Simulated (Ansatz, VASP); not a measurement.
# BAs in two plane-wave programs, part 2 of 3

Aim: how closely do two programs agree when they are given the same cell, functional and k mesh? The cell is taken from a series of runs on this material, whose earlier steps may have relaxed, scaled, displaced or heated it; both programs get it as it stands.

VASP 6.6.1 and Ansatz 0.2.0.

So far: Set-up; Ansatz: zone-centre phonons, LDA.

### 3. VASP: zone-centre phonons, LDA

Level of this step: LDA; plane waves and PAW (B, As) (VASP).

The same cell, functional (in two slightly different forms) and mesh now go to VASP, with its own data sets.

Lines of VASP's logs that name or quote its potential files are left out, and so is its time.

The input, INCAR:

```
SYSTEM = BAs
PREC = Accurate
ENCUT = 500
EDIFF = 1E-08
NELM = 120
ISMEAR = 0
SIGMA = 0.01
LREAL = .FALSE.
ALGO = Normal
GGA = CA
NBANDS = 10
LORBIT = 11
LWAVE = .FALSE.
LCHARG = .FALSE.
ISIF = 2
IBRION = 8
LEPSILON = .TRUE.
LASPH = .TRUE.
GGA_COMPAT = .FALSE.
EFERMI = MIDGAP
KPAR = 2
```

The input, POSCAR:

```
BAs
1.0
    0.0000000000      2.4368058721      2.3285154724
    2.4368058721      0.0000000000      2.3285154724
    2.4368058721      2.4368058721      0.0000000000
B As
1 1
Direct
    0.0000000000      0.0000000000      0.0000000000
    0.7500000000      0.7500000000      0.7500000000
```

The input, KPOINTS:

```
Automatic mesh
0
Gamma
12 12 12
0 0 0
```

The projector-augmented-wave data sets are B and As (LDA family, release 64).

Run with:

```console
> mpirun -np 2 vasp_std
```

Log:

```text
[banner, memory and clock lines left out]
running    2 mpi-ranks, on    1 nodes
 distrk:  each k-point on    1 cores,    2 groups
 distr:  one band on    1 cores,    1 groups

 POSCAR found type information on POSCAR B As
 POSCAR found :  2 types and       2 ions
 LDA part: xc-table for (Slater(with rela. corr.)+CA(PZ))
 , standard interpolation
 POSCAR, INCAR and KPOINTS ok, starting setup
 FFT: planning ... GRIDC
 FFT: planning ... GRID_SOFT
 FFT: planning ... GRID
 WAVECAR not read
 entering main loop
       N       E                     dE             d eps       ncg     rms          rms(c)
DAV:   1     0.109372952181E+02    0.10937E+02   -0.37829E+03  3268   0.684E+02
DAV:   2    -0.128906121434E+02   -0.23828E+02   -0.22871E+02  4448   0.106E+02
DAV:   3    -0.135743667417E+02   -0.68375E+00   -0.68255E+00  3870   0.177E+01
DAV:   4    -0.135765382942E+02   -0.21716E-02   -0.21714E-02  3982   0.110E+00
DAV:   5    -0.135765417446E+02   -0.34504E-05   -0.34503E-05  3866   0.439E-02    0.490E+00
DAV:   6    -0.129755720541E+02    0.60097E+00   -0.16975E+00  3508   0.557E+00    0.232E+00
DAV:   7    -0.129005580106E+02    0.75014E-01   -0.18090E-01  3920   0.229E+00    0.879E-01
DAV:   8    -0.128876497522E+02    0.12908E-01   -0.23863E-02  3556   0.852E-01    0.994E-02
DAV:   9    -0.128876703064E+02   -0.20554E-04   -0.72404E-04  3744   0.177E-01    0.549E-02
DAV:  10    -0.128876772697E+02   -0.69633E-05   -0.85815E-05  3520   0.558E-02    0.133E-02
DAV:  11    -0.128876786229E+02   -0.13532E-05   -0.14624E-06  3972   0.911E-03    0.118E-02
DAV:  12    -0.128876784667E+02    0.15621E-06   -0.83055E-07  3600   0.400E-03    0.270E-03
DAV:  13    -0.128876784690E+02   -0.23032E-08   -0.32015E-08  3752   0.129E-03
   1 F= -.12887678E+02 E0= -.12887678E+02  d E =0.000000E+00
 Linear response reoptimize wavefunctions to high precision
DAV:   1    -0.128876784683E+02    0.64779E-09   -0.55307E-09  3588   0.344E-04
DAV:   2    -0.128876784683E+02   -0.13017E-10   -0.13945E-10  2018   0.975E-05
 Linear response G [H, r] |phi>, progress :
  Direction:   1
       N       E                     dE             d eps       ncg     rms
RMM:   1    -0.436828492351E+02   -0.43683E+02   -0.32927E+01  8332   0.451E+01
RMM:   2    -0.345055124312E+02    0.91773E+01   -0.27176E+00  5348   0.108E+01
RMM:   3    -0.345137546239E+02   -0.82422E-02   -0.17445E-02  5626   0.923E-01
RMM:   4    -0.345145099429E+02   -0.75532E-03    0.74206E-04  5768   0.103E-01
RMM:   5    -0.345146026416E+02   -0.92699E-04    0.10105E-04  5754   0.125E-02
RMM:   6    -0.345146115313E+02   -0.88896E-05    0.17635E-05  5778   0.190E-03
RMM:   7    -0.345146124683E+02   -0.93702E-06    0.84333E-06  5287   0.471E-04
RMM:   8    -0.345146125562E+02   -0.87934E-07    0.75343E-06  4773   0.293E-04
RMM:   9    -0.345146125460E+02    0.10233E-07    0.77673E-06  4347   0.274E-04
RMM:  10    -0.345146124850E+02    0.60946E-07    0.82889E-06  3869   0.274E-04
RMM:  11    -0.345146122582E+02    0.22680E-06    0.18424E-05  3401   0.274E-04
 Linear response G [H, r] |phi>, progress :
  Direction:   2
       N       E                     dE             d eps       ncg     rms
RMM:   1    -0.362599028391E+02   -0.36260E+02    0.76627E+00  8218   0.428E+01
RMM:   2    -0.300848428850E+02    0.61751E+01   -0.21307E+00  5331   0.973E+00
RMM:   3    -0.300936087555E+02   -0.87659E-02   -0.14239E-02  5687   0.829E-01
RMM:   4    -0.300942947823E+02   -0.68603E-03    0.64007E-04  5810   0.938E-02
RMM:   5    -0.300943777510E+02   -0.82969E-04    0.75003E-05  5812   0.116E-02
RMM:   6    -0.300943857081E+02   -0.79570E-05    0.88626E-07  5793   0.180E-03
RMM:   7    -0.300943865562E+02   -0.84819E-06   -0.74344E-06  5264   0.450E-04
RMM:   8    -0.300943867150E+02   -0.15873E-06   -0.88085E-06  4717   0.278E-04
RMM:   9    -0.300943867252E+02   -0.10249E-07   -0.95638E-06  4403   0.260E-04
RMM:  10    -0.300943867674E+02   -0.42212E-07   -0.14012E-05  3954   0.260E-04
RMM:  11    -0.300943868869E+02   -0.11948E-06   -0.33408E-05  3452   0.260E-04
 Linear response G [H, r] |phi>, progress :
  Direction:   3
       N       E                     dE             d eps       ncg     rms
RMM:   1    -0.388323075769E+02   -0.38832E+02    0.65246E+00  8072   0.444E+01
RMM:   2    -0.323043909635E+02    0.65279E+01   -0.25288E+00  5326   0.104E+01
RMM:   3    -0.323096032714E+02   -0.52123E-02   -0.24826E-02  5636   0.886E-01
RMM:   4    -0.323095817129E+02    0.21559E-04   -0.31482E-04  5767   0.101E-01
RMM:   5    -0.323095814852E+02    0.22764E-06   -0.72339E-06  5750   0.124E-02
RMM:   6    -0.323095814258E+02    0.59462E-07   -0.58118E-07  5734   0.189E-03
RMM:   7    -0.323095814180E+02    0.77467E-08   -0.91351E-07  5169   0.429E-04
RMM:   8    -0.323095814206E+02   -0.25859E-08   -0.14154E-06  4646   0.244E-04
RMM:   9    -0.323095814232E+02   -0.25859E-08   -0.14351E-06  4172   0.224E-04
RMM:  10    -0.323095814274E+02   -0.42370E-08   -0.35857E-06  3777   0.224E-04
[...]
RMM:   3    -0.622528988721E+00   -0.26992E-04   -0.38074E-05  5583   0.269E-02
RMM:   4    -0.622529244730E+00   -0.25601E-06   -0.28933E-07  5609   0.236E-03
RMM:   5    -0.622529246196E+00   -0.14661E-08   -0.26450E-09  5149   0.235E-04
 change of polarisation eV/A/(eV/A) component  2 :     0.520     1.245    -0.312
[...]
change of polarisation eV/A/(eV/A) component  2 :     0.261     1.397     0.018
 dielectric tensor                  component  2 :     1.709    10.143     0.120
 Linear response to external field, progress :
  Direction:   3
       N       E                     dE             d eps       ncg     rms          rms(c)
RMM:   1    -0.655035626147E+00   -0.65504E+00   -0.29409E+00 12630   0.298E+00
RMM:   2    -0.671682539122E+00   -0.16647E-01   -0.69702E-03  9247   0.418E-01    0.125E+00
RMM:   3    -0.656960794790E+00    0.14722E-01   -0.62517E-03  9454   0.450E-01    0.720E-01
RMM:   4    -0.679513398973E+00   -0.22553E-01   -0.82144E-03  9267   0.533E-01    0.742E-02
RMM:   5    -0.682972243527E+00   -0.34588E-02   -0.13662E-04  9550   0.735E-02    0.916E-03
RMM:   6    -0.683104672392E+00   -0.13243E-03   -0.94691E-07  9729   0.716E-03    0.472E-03
RMM:   7    -0.683178268538E+00   -0.73596E-04   -0.17550E-07  9686   0.308E-03    0.307E-04
RMM:   8    -0.683187454310E+00   -0.91858E-05   -0.74196E-10  9984   0.303E-04    0.119E-04
RMM:   9    -0.683184167874E+00    0.32864E-05    0.70914E-09  8889   0.105E-04    0.275E-05
RMM:  10    -0.683184385764E+00   -0.21789E-06    0.24154E-10  5461   0.258E-05    0.427E-06
 change of polarisation eV/A/(eV/A) component  3 :     0.470     0.108     1.281
 dielectric tensor                  component  3 :     3.072     0.705     9.383
 Linear response DOF=           4
 Linear response progress:
  Degree of freedom:   1/  4
       N       E                     dE             d eps       ncg     rms          rms(c)
RMM:   1    -0.431063006877E-01   -0.43106E-01    0.21626E-03 22928   0.109E+00
RMM:   2    -0.401133212653E-01    0.29930E-02   -0.11621E-03 14951   0.220E-01    0.970E-02
RMM:   3    -0.401623950035E-01   -0.49074E-04   -0.12856E-04 15862   0.643E-02    0.511E-02
RMM:   4    -0.404249136453E-01   -0.26252E-03   -0.11468E-04 15540   0.594E-02    0.736E-03
RMM:   5    -0.404006487220E-01    0.24265E-04   -0.67113E-07 16478   0.675E-03    0.653E-04
RMM:   6    -0.403983380323E-01    0.23107E-05    0.19007E-09 16361   0.515E-04    0.269E-04
RMM:   7    -0.403977856259E-01    0.55241E-06    0.64899E-09 16637   0.221E-04    0.440E-05
RMM:   8    -0.403978999500E-01   -0.11432E-06    0.87892E-09 16840   0.423E-05    0.119E-05
RMM:   9    -0.403978583008E-01    0.41649E-07    0.90779E-09 17378   0.230E-05    0.181E-06
RMM:  10    -0.403978592054E-01   -0.90455E-09    0.89363E-09 15637   0.138E-05    0.366E-07
 first order change of Fermi-energy   0.17083E-04
 force on displaced ion       1 direction 1 : -15.661   0.000  -0.000
 Born effective charge ion    1 direction 1 :  -0.426   0.000   0.000
 Linear response progress:
  Degree of freedom:   2/  4
       N       E                     dE             d eps       ncg     rms          rms(c)
RMM:   1    -0.425275892386E-01   -0.42528E-01    0.12352E-03 13032   0.107E+00
RMM:   2    -0.400017640887E-01    0.25258E-02   -0.10476E-03  8751   0.209E-01    0.936E-02
RMM:   3    -0.400499929276E-01   -0.48229E-04   -0.11395E-04  9199   0.610E-02    0.494E-02
RMM:   4    -0.402959318486E-01   -0.24594E-03   -0.99158E-05  9072   0.557E-02    0.761E-03
RMM:   5    -0.402744875926E-01    0.21444E-04   -0.71530E-07  9546   0.677E-03    0.702E-04
RMM:   6    -0.402719013187E-01    0.25863E-05   -0.13333E-09  9527   0.577E-04    0.260E-04
RMM:   7    -0.402710089907E-01    0.89233E-06    0.25500E-09  9684   0.283E-04    0.478E-05
RMM:   8    -0.402710970696E-01   -0.88079E-07    0.49302E-09  9826   0.470E-05    0.114E-05
RMM:   9    -0.402710552815E-01    0.41788E-07    0.52135E-09 10111   0.221E-05    0.189E-06
RMM:  10    -0.402710572124E-01   -0.19308E-08    0.50706E-09  9102   0.138E-05    0.665E-07
 first order change of Fermi-energy   0.42986E-03
 force on displaced ion       1 direction 3 :  -0.000  -0.000 -15.851
 Born effective charge ion    1 direction 3 :   0.000   0.000  -0.495
 Linear response progress:
  Degree of freedom:   3/  4
       N       E                     dE             d eps       ncg     rms          rms(c)
RMM:   1    -0.405599366451E-01   -0.40560E-01    0.31405E-02 23349   0.116E+00
RMM:   2    -0.381252956530E-01    0.24346E-02   -0.96989E-04 15137   0.221E-01    0.975E-02
RMM:   3    -0.380023013959E-01    0.12299E-03   -0.17013E-05 16254   0.275E-02    0.569E-02
RMM:   4    -0.380216256204E-01   -0.19324E-04   -0.20105E-05 16080   0.302E-02    0.319E-03
RMM:   5    -0.380170401921E-01    0.45854E-05   -0.85474E-08 16770   0.276E-03    0.832E-04
RMM:   6    -0.380139269750E-01    0.31132E-05    0.61738E-09 16674   0.484E-04    0.147E-04
RMM:   7    -0.380130935848E-01    0.83339E-06    0.28084E-09 17113   0.110E-04    0.394E-05
RMM:   8    -0.380130353774E-01    0.58207E-07    0.36214E-09 17253   0.300E-05    0.162E-05
RMM:   9    -0.380130747168E-01   -0.39339E-07    0.10893E-09 17603   0.191E-05    0.641E-07
RMM:  10    -0.380130778672E-01   -0.31504E-08    0.64632E-10 12700   0.140E-05    0.304E-07
 first order change of Fermi-energy   0.40910E-04
 force on displaced ion       2 direction 1 : -15.656  -0.000   0.000
 Born effective charge ion    2 direction 1 :   0.420   0.000   0.000
 Linear response progress:
  Degree of freedom:   4/  4
       N       E                     dE             d eps       ncg     rms          rms(c)
RMM:   1    -0.395046171565E-01   -0.39505E-01    0.33515E-02 13320   0.113E+00
RMM:   2    -0.378397093441E-01    0.16649E-02   -0.87649E-04  8943   0.211E-01    0.920E-02
RMM:   3    -0.377002617243E-01    0.13945E-03   -0.18556E-05  9530   0.274E-02    0.540E-02
RMM:   4    -0.376867526006E-01    0.13509E-04   -0.23083E-05  9355   0.307E-02    0.312E-03
RMM:   5    -0.376863461138E-01    0.40649E-06   -0.16070E-07  9732   0.304E-03    0.738E-04
RMM:   6    -0.376847443276E-01    0.16018E-05    0.40913E-09  9554   0.521E-04    0.171E-04
RMM:   7    -0.376834624216E-01    0.12819E-05    0.93503E-09  9961   0.146E-04    0.301E-05
RMM:   8    -0.376833282041E-01    0.13422E-06    0.92593E-09  9978   0.375E-05    0.117E-05
RMM:   9    -0.376833753349E-01   -0.47131E-07    0.85976E-09 10076   0.200E-05    0.113E-06
RMM:  10    -0.376833753902E-01   -0.55327E-10    0.83884E-09  8258   0.160E-05    0.238E-07
 first order change of Fermi-energy   0.24964E-03
 force on displaced ion       2 direction 3 :  -0.000  -0.000 -15.850
 Born effective charge ion    2 direction 3 :   0.000   0.000   0.488
 Born effective charges drift removed
 Linear response finished
```

(Part 2 of 3 ends here.)

[Lines on the potential files, build, host, timing and source positions are cut from VASP's logs without a mark.]

[Logs are printed without paths, hosts, clocks, repeated set-up lines and the standing remarks that a program may print on its own settings, such as how far it seeks lower states.]

[Hosts, paths, dates, database ids (printed as entryN), source tags and the programs' standing remarks are cut or masked in the printed files.]
